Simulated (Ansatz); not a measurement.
Here is an Ansatz 0.2.0 calculation.

The input input.yaml:

```yaml
crystal:
  lattice:
    - [3.113, 0.0, 0.0]
    - [-1.5565, 2.695937082, 0.0]
    - [0.0, 0.0, 4.981]
  atoms:
    - { symbol: Al, position: [0.6666666667, 0.3333333333, 0.5] }
    - { symbol: Al, position: [0.3333333333, 0.6666666667, 0.0] }
    - { symbol: "N", position: [0.6666666667, 0.3333333333, 0.88] }
    - { symbol: "N", position: [0.3333333333, 0.6666666667, 0.38] }
hamiltonian:
  xc: lda
  pseudopotentials: { kind: paw }
kpoints:
  mp_grid: { grid: [10, 10, 6] }
scf:
  occupations: { method: fermi_dirac, width: 0.05 }
output:
  forces: true
  stress: true
  eigenvalues: true
  write_density: true
  write_potential: true
  elf: true
  volumetric_format: npy
```

Potentials or basis: Ansatz PAW.

Run with:

```console
$ ansatz run input.yaml --threads 2 --pin off --max-ram 5632MiB --backend cpu --events-out ev --progress --plain --runs-dir out
```

Question: Estimate the band gap on the k mesh.

Answer: 4.24 eV, direct.

Question: What does it give for the pressure?

Answer: -4.6 GPa.

Stress tensor (GPa, compression positive):
```
-5.21  0.00  0.00
 0.00 -5.21  0.00
 0.00  0.00 -3.54
```

Caveat: the pressure holds a Pulay correction of +0.7 GPa for the finite cutoff; the PAW data sets come from PBE, with cores solved anew for the run's functional, which leaves a small shift of forces and pressure.

**Measured values to compare with.**

From “Self-assembly of well-separated AlN nanowires directly on sputtered metallic TiN films”, 2019, arxiv:1910.07391, for a bulk crystal of AlN at 10 K: band gap 6.034 eV (an exciton energy, a little under the gap).

Measured gap of AlN: 6.034 eV (an exciton energy, a little under the gap; 10 K; quoted in “Self-assembly of well-separated AlN nanowires directly on sputtered metallic TiN films”, 2019, arxiv:1910.07391). This calculation gives 4.24 eV (-1.80 eV). 2 values of this kind are on record (6.034 to 6.0343 eV); this one was drawn at random. The value is that of LDA on a finite k mesh, which can miss the band edges, without temperature or zero-point motion. Semilocal functionals fall short of measured gaps as a rule.
